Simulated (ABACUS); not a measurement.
TiAl under changes of volume

One of the cells (16.065 Å³/atom); the others are scaled copies at fixed shape and fractional positions:

```
Ti Al
1.0
     3.17906    0.00000    0.00000
     0.00000    3.17906    0.00000
     0.00000    0.00000    3.17906
Ti Al
1 1
Direct
  0.00000 0.00000 0.00000
  0.50000 0.50000 0.50000
```

The cell comes from a database or a generator and needn't be the stable form of this composition.

- Program: ABACUS 3.10.1
- Functional: PBE
- Potentials or basis: PseudoDojo NC SR 0.4.1 PBE standard
- Cutoff: 1361 eV
- Density cutoff: 5442 eV
- Basis: TZDP LCAO (the cutoffs set its grid)
- k mesh: 8 × 8 × 8
- Occupations: fermi-dirac, width 0.05 eV
- Spin: no spin polarisation

```csv
volume (Å³/atom),energy over the lowest point (meV/atom),pressure (GPa)
15.101,?,?
15.422,13.91,6.2
15.743,4.39,3.5
16.065,0.00,1.1
16.386,0.22,-1.1
16.707,4.69,-3.1
17.028,12.92,-4.9
```

**Question.** What does the run at 15.101 Å³/atom give?

**Answer.** Energy over the lowest point 29.02 meV/atom; pressure 9.1 GPa.

Worked out: A Birch-Murnaghan fit of order 3 (a polynomial in V^(-2/3)) to the other rows has its minimum at 16.21 Å³/atom with B0 = V·E''(V) = 112 GPa and B' = 4.0. It gives 29.08 meV/atom at 15.101 Å³/atom, against the run's 29.02, and -dE/dV = 9.1 GPa, against 9.1.

Energies are extrapolated to zero smearing.

Caveats: the atomic orbitals were generated for these runs and aren't a published set; the basis of atomic orbitals isn't converged, which shifts pressures, moduli and gaps.
